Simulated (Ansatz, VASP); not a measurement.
**Two plane-wave programs on EuS**

```
CELL_PARAMETERS angstrom
0.00000 0.00000 5.95700
2.97850 2.97850 0.00000
-2.97850 2.97850 0.00000
ATOMIC_POSITIONS crystal
Eu 0.00000 0.00000 0.00000
Eu 0.50000 0.50000 0.50000
S 0.00000 0.50000 0.50000
S 0.50000 0.00000 0.00000
```

Alike in both runs: task single point; functional PBE; k mesh 6 × 8 × 8; occupations gaussian, width 0.02 eV; collinear spin; Hubbard terms Eu f U = 5.0 eV.

|  | VASP | Ansatz |
| --- | --- | --- |
| version | VASP 6.6.1 | Ansatz 0.2.0 |
| potentials or method | VASP PAW PBE potentials, release 64 (Eu, S) | scalar-relativistic, plane waves, PAW |
| plane-wave cutoff (eV) | 520 | 420 |
| valence electrons in the cell | 46 | 46 |

|  | VASP | Ansatz | Ansatz less VASP |
| --- | --- | --- | --- |
| gap on the k mesh at the Fermi level (eV) | 0.50 | 0.90 | +0.397 |
| least direct gap on the mesh (eV) | 0.50 | 0.90 | +0.397 |
| net moment per atom (μB) | 0.00 | 0.00 | 0.000 |
| size of the moment on the site where the two differ most (μB) | 6.70 | 6.85 | +0.151 |

Site moments also hang on the region over which each program counts them. The programs project onto different local orbitals, so the same U acts differently. Ansatz warned: «stability_check_not_made».

Caveats: spin-orbit coupling is left out, which moves the levels of the heavy elements. A k mesh can miss the band edges. The state reached can hang on the start; a lower one may exist.
